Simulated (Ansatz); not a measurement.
# SnO₂ (Pnnm), stationary points along a deformation path

Computed with DFT LDA, scalar-relativistic, plane waves, PAW (Ansatz 0.2.0). The runs took a 420 eV cutoff, a Γ-centred 6×6×10 mesh and Gaussian smearing (0.05 eV). No spin polarisation. Energies are free energies at this smearing, counted from the undisturbed cell; pressure is positive in compression.

The undisturbed cell (relaxed at this level):

```
Sn O
1.0
     4.72127    0.00000    0.00000
     0.00000    4.72425    0.00000
     0.00000    0.00000    3.19002
Sn O
2 4
Cartesian
  2.3606 2.3621 1.5950
  0.0000 0.0000 0.0000
  1.4427 1.4483 0.0000
  3.8033 0.9138 1.5950
  0.9180 3.8104 1.5950
  3.2786 3.2759 0.0000
```

At fixed volume and fractional coordinates, lengths along (0.000, 0.000, 1.000) are scaled against those across it; ρ is that ratio over its starting value. V = 11.859 Å³/atom. Δσ is the stress along the axis less the mean stress across it (compression positive).

```
    ρ  ΔE (meV/atom)  Δσ (GPa) space group
0.800          333.9     64.98         Pnnm
0.850          170.2     44.78         Pnnm
0.920           42.4     21.21         Pnnm
0.960            9.9      9.94         Pnnm
1.000            0.0      0.05         Pnnm
1.050           12.9    -10.53         Pnnm
1.100           47.5    -19.43         Pnnm
1.200          162.0    -33.41         Pnnm
1.300          315.7    -44.16         Pnnm
```

How does the stress give the slope of the energy, and where is the energy stationary?

Along the path d ln(length) is 2/3 d ln ρ on the axis and −1/3 d ln ρ across it, so dE/d ln ρ = −(2/3) V Δσ: the energy falls with ρ where Δσ is positive. Δσ vanishes or changes sign between ρ = 1.000 and 1.050, a minimum (near 1.00 by linear interpolation). Pairs of stationary points between two samples would go unseen, and could change a minimum read from distant neighbours into a maximum.

Integrate that slope from ρ = 1 to 1.200 by the trapezoid rule.

With V/N in Å³ and 1 eV/Å³ = 160.2 GPa the slopes at ρ = 1.000, 1.050, 1.100, 1.200 are -3, 520, 959, 1649 meV/atom per unit of ln ρ. The steps add 12.6 + 34.4 + 113.4 = 160.5 meV/atom, against 162.0 from the energies; the trapezoid rule misses the curvature of the slope within each step.

Forces appear on the atoms along this scan, and letting them relax would lower the energy and soften the response.

Cost: 9 runs of about 3.6 core-minutes in all, on Intel Xeon Processor @ 2.50GHz (Skylake/Cascade Lake) (shared hosts).